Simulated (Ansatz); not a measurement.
NaCl built on the rocksalt prototype, relaxed with r2SCAN: the symmetry is Fm-3m (No. 225, cubic); conventional cell a = 5.605 Å, 22.02 Å³ an atom. Na is surrounded by 6 Cl at 2.80 Å; Cl is surrounded by 6 Na at 2.80 Å. One-shot G0W0@PBE in Ansatz on a 6×6×6 mesh (contour deformation, no spin-orbit coupling), from a PBE gap of 5.180 eV over the mesh points (the G0W0 gap is direct on the mesh); the number N of bands summed and the screening cutoff rise together. Spin-unpolarised throughout; all numbers are computed.

```tsv
N	cutoff (eV)	1000/N	G0W0 gap (eV)
107	100	9.346	7.828
249	180	4.016	7.993
```

Problem. Lay a straight line in 1000/N through these rows.

Solution. The slope is -0.0310 eV per unit of 1000/N and the intercept 8.117 eV.

Problem. Predict the gap at N = 476 (260 eV).

Solution. 8.117 + (-0.0310) × 2.101 = 8.052 eV; the run gives 8.070 eV, +0.018 eV from the line.

Problem. With that run's result added, what limit do the last two rows suggest?

Solution. Their slope is (8.070 − 7.993)/(2.101 − 4.016) = -0.0402, which meets 1/N = 0 at 8.15 eV, against 8.117 eV from the first line. The slope steepens, so 1/N isn't yet asymptotic and the true limit probably lies higher still; the k mesh isn't extrapolated.
